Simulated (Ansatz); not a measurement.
**TiAl: how the axes shrink under pressure**

TiAl, P4/mmm, a = 2.795 Å, c = 4.041 Å. The structure is a Materials Project entry; whether it is the stable form wasn't checked. Ansatz: PBEsol, PAW, 420 eV, Γ-centred 14×14×10 mesh on 2 atoms, Gaussian smearing 0.10 eV; no spin polarisation. Cell and atoms are relaxed at each pressure, and no other structure is tried, so the rows at high pressure may lie past a change of phase. y = 100 ln(c/c0) with c0 = 4.0411 Å, so nearly a change in per cent. The pressures are the targets, met within 0.04 GPa.

| P (GPa) | y | 100 ln(a/a0) |
| --- | --- | --- |
| -2.0 | ? | ? |
| 0.0 | 0.00 | 0.00 |
| 2.0 | -0.55 | -0.55 |
| 5.0 | -1.30 | -1.28 |
| 10.0 | -2.44 | -2.40 |
| 20.0 | -4.36 | -4.31 |
| 40.0 | -7.96 | -7.01 |

Fit y = c1 P + c2 P² to the other rows, give the linear compressibility along c, and predict the missing y.

Least squares on the rows shown. y = −0.2485 P + 0.001251 P². The linear compressibility along c is −c1/100 = 2.48 per TPa, against 2.60 along a from the same fit to the last column (its missing entry is 0.55): the crystal is about as stiff along both at low pressure. The runs next to zero pressure give 2.80 and 2.75, so a parabola over the whole range misstates the start. With a term in P³ added, the coefficient of P becomes -0.2806, 13 % more, which shows how far this figure hangs on the form. At P = -2.0 the fit asked for gives 0.50. The run gave 0.57, so the fit is 0.07 too low, within the rms miss on the fitted rows (0.08).

The mesh isn't the same in all rows (14×14×10, 16×16×12).